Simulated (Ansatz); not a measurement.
Crystal: Ag.

```xyz
1
Lattice="0.0000 2.0427 2.0427 2.0427 0.0000 2.0427 2.0427 2.0427 0.0000" Properties=species:S:1:pos:R:3 pbc="T T T"
Ag    0.0000    0.0000    0.0000
```

Base run:

| Quantity | Value |
| --- | --- |
| Program | Ansatz 0.2.0 |
| Functional | LDA |
| Potentials or basis | Ansatz PAW |
| Cutoff | 420 eV (not typed: the program's choice for these potentials) |
| k mesh | 11 × 11 × 11 |
| Occupations | fermi-dirac, width 0.05 eV |
| Spin | no spin polarisation |

Its results: band gap on the k mesh none (metal or under the smearing width); pressure -7.6 GPa.

Task: After a change of settings the same cell gave: band gap on the k mesh none (metal or under the smearing width); pressure 1.2 GPa. Which change was it?
A. functional from LDA to r2SCAN; cutoff from 420 eV (not typed: the program's choice for these potentials) to 500 eV (not typed: the program's choice for these potentials)
B. functional from LDA to BLYP
C. functional from LDA to PBEsol
D. functional from LDA to revPBE

Result: A.

Caveats: the PAW data sets come from PBE, with cores solved anew for the run's functional, which leaves a small shift of forces and pressure.

Runs at the PBE level aren't shown here.
